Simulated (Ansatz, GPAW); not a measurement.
This is a calculation of ZnSe (Stilleite) for GPAW 26.7.0 (ASE script). 

run.py

```python
from ase import Atoms
from ase.dft.bandgap import bandgap
from ase.io import write
from ase.units import GPa
from gpaw import GPAW, PW

atoms = Atoms(['Se', 'Zn'],
              cell=[[0.0, 2.8338, 2.8338],
                    [2.8338, 0.0, 2.8338],
                    [2.8338, 2.8338, 0.0]],
              scaled_positions=[[0.75, 0.75, 0.75],
                                [0.0, 0.0, 0.0]],
              pbc=True)

calc = GPAW(mode=PW(600),
            xc='PBE',
            kpts={'size': (8, 8, 8), 'gamma': True},
            occupations={'name': 'methfessel-paxton', 'order': 0, 'width': 0.017},
            nbands=18,
            convergence={'density': 1e-05, 'energy': 1e-05},
            maxiter=150,
            txt='gpaw.txt')
atoms.calc = calc
energy = atoms.get_potential_energy()
forces = atoms.get_forces()
stress = atoms.get_stress()
calc.write('gs.gpw')
write('result.traj', atoms)
print(f'Energy: {energy:.6f} eV')
print('Forces (eV/A):')
print(forces.round(4))
print('Stress (GPa):', (stress / GPa).round(3))
print('Fermi level:', round(calc.get_fermi_level(), 4), 'eV')
print(f'Gap: {bandgap(calc)[0]:.4f} eV, direct: {bandgap(calc, direct=True)[0]:.4f} eV')
```

Potentials or basis: GPAW PAW data sets (gpaw-data 1.2.1), pw.

The run is started by

```bash
$ OMP_NUM_THREADS=1 python run.py
```

Q: Set up the same calculation for Ansatz 0.2.0. Potentials or basis there: all-electron LAPW, scalar-relativistic.

A: As run (cutoffs and basis follow the program's own potentials, and thresholds, step limits or extra output files can differ):

input.yaml

```yaml
crystal:
  lattice:
    - [0.0, 2.8338, 2.8338]
    - [2.8338, 0.0, 2.8338]
    - [2.8338, 2.8338, 0.0]
  atoms:
    - { symbol: Se, position: [0.75, 0.75, 0.75] }
    - { symbol: Zn, position: [0.0, 0.0, 0.0] }
kpoints:
  mp_grid: { grid: [8, 8, 8] }
scf:
  occupations: { method: gaussian, width: 0.017 }
hamiltonian:
  xc: pbe
  pseudopotentials: { kind: all_electron, lapw: { basis_error: 0.001 } }
output:
  forces: true
  stress: true
  eigenvalues: true
```

Potentials or basis: all-electron LAPW, scalar-relativistic.

The run is started by

```bash
$ ansatz run input.yaml --threads 1 --pin off --max-ram 3072MiB --backend cpu --events-out ev --progress --plain --runs-dir out
```

Both were run:

|  | GPAW | Ansatz |
| --- | --- | --- |
| Pressure | 2.1 GPa | 2.1 GPa |

Where Ansatz's input types no cutoff or centring, it takes its own default and a Γ-centred mesh.

Pressure is positive in compression.
